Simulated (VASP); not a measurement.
Sb, 2 atoms in the cell. It takes space group R-3m (No. 166, trigonal). The conventional cell has a = 4.339 Å, b = 4.339 Å, c = 11.363 Å, α = 90.00°, β = 90.00°, γ = 120.00°. Around Sb (site symmetry 3m) lie 3 Sb at 2.93 Å. 

```yaml
Program: VASP 6.6.1
Task: relaxation of cell and atoms
Functional: r2SCAN
Dispersion: rVV10
Potentials_or_basis: VASP PAW PBE potentials, release 64 (Sb)
Cutoff: 520 eV
k_mesh: 9 × 9 × 9
Occupations: gaussian, width 0.02 eV
Spin: no spin polarisation
Further_INCAR_settings: ALGO = Normal; EDIFF = 1e-07; IBRION = 2; EDIFFG = -0.002; NSW = 80; ISIF = 3
```

Potentials or basis: VASP PAW PBE potentials, release 64 (Sb).

Run with:

```console
$ cat potpaw_PBE.64/Sb/POTCAR > POTCAR
$ mpirun -np 1 vasp_std > vasp.out
```

Hardware: 1 thread of Intel(R) Xeon(R) 6975P-C (Granite Rapids), with other jobs on the host.

Problem. Estimate the wall time of this run.

Solution. Wall time 2.4 min on 1 thread of Intel(R) Xeon(R) 6975P-C (Granite Rapids), on a shared host, peak memory 0.4 GiB. Counts: scf iterations 17, k points 85, ion steps 1.
